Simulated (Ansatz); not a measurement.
Crystal: CdSe.

```xyz
2
Lattice="0.0000 3.0703 3.0703 3.0703 0.0000 3.0703 3.0703 3.0703 0.0000" Properties=species:S:1:pos:R:3 pbc="T T T"
Cd    0.0000    0.0000    0.0000
Se    1.5351    1.5351    1.5351
```

Measurements of this composition are mostly on another form, of space group No. 186.

| Property | Result |
| --- | --- |
| Program | Ansatz 0.2.0 |
| Task | relaxation of cell and atoms |
| Functional | B3LYP |
| Potentials or basis | Ansatz PAW |
| Cutoff | 420 eV (not typed: the program's choice for these potentials) |
| k mesh | 4 × 4 × 4 |
| Occupations | fermi-dirac, width 0.05 eV |
| Spin | no spin polarisation |

At the start: volume 28.94 Å³/atom.

**Question.** How do energy, volume and symmetry change on relaxing?

**Answer.** It ends after 5 steps and the volume is 30.43 Å³/atom (+5.1 %); space group F-43m (No. 216, to 0.05 Å).

The path:
```tsv
step	energy change (eV)	largest force (eV/Å)	volume (Å³)
1	0.0000	0.0000	57.88
2	-0.0181	0.0000	61.85
3	-0.0207	0.0000	60.94
4	-0.0207	0.0000	60.85
5	-0.0222	0.0000	60.85
```

Final structure:
```cif
data_structure
_symmetry_space_group_name_H-M 'P 1'
_symmetry_Int_Tables_number 1
_cell_length_a 4.4151
_cell_length_b 4.4151
_cell_length_c 4.4151
_cell_angle_alpha 60.000
_cell_angle_beta 60.000
_cell_angle_gamma 60.000
_cell_volume 60.85
loop_
_atom_site_label
_atom_site_type_symbol
_atom_site_fract_x
_atom_site_fract_y
_atom_site_fract_z
_atom_site_occupancy
Cd1 Cd 0.00000 0.00000 0.00000 1
Se1 Se 0.25000 0.25000 0.25000 1
```

Caveat: the k mesh is coarse (spacing up to 0.44 Å⁻¹), so the values aren't converged, least of all with exact exchange; the plane-wave basis is chosen anew once the cell has moved, so the energies of steps on either side of that aren't comparable; the PAW data sets come from PBE, with cores solved anew for the run's functional, which leaves a small shift of forces and pressure.
